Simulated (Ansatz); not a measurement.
## AlN under changes of volume

One of the cells (10.417 Å³/atom); the others are scaled copies at fixed shape and fractional positions:

```
Al N
1.0
     0.00000    2.18399    2.18399
     2.18399    0.00000    2.18399
     2.18399    2.18399    0.00000
Al N
1 1
Direct
  0.00000 0.00000 0.00000
  0.25000 0.25000 0.25000
```

Measurements of this composition are mostly on another form, of space group No. 186.

* Program: Ansatz 0.2.0
* Functional: BLYP
* Potentials or basis: Ansatz PAW
* Cutoff: 420 eV (not typed: the program's choice for these potentials)
* k mesh: 10 × 10 × 10
* Occupations: fermi-dirac, width 0.05 eV
* Spin: no spin polarisation

```tsv
volume (Å³/atom)	energy over the lowest point (meV/atom)	pressure (GPa)	gap on the mesh (eV)
9.792	67.72	22.7	3.73
10.001	41.85	17.2	3.71
10.209	?	?	?
10.417	9.72	7.8	3.69
10.626	2.31	3.7	3.67
10.834	0.00	-0.1	3.66
11.042	2.36	-3.4	3.65
```

Question: What does the run at 10.209 Å³/atom give?

Answer: Energy over the lowest point 22.67 meV/atom; pressure 12.3 GPa; gap on the mesh 3.70 eV.

Worked out: A Birch-Murnaghan fit of order 3 (a polynomial in V^(-2/3)) to the other rows has its minimum at 10.83 Å³/atom with B0 = V·E''(V) = 188 GPa and B' = 3.6. It gives 22.74 meV/atom at 10.209 Å³/atom, against the run's 22.67, and -dE/dV = 12.3 GPa, against 12.3. A straight line through the other rows of the gap, of slope -0.66 eV per unit of ln V, gives 3.70 eV, against the run's 3.70.

Energies are extrapolated to zero smearing.

Caveats: the PAW data sets come from PBE, with cores solved anew for the run's functional, which leaves a small shift of forces and pressure.

A mesh can miss the band edges.
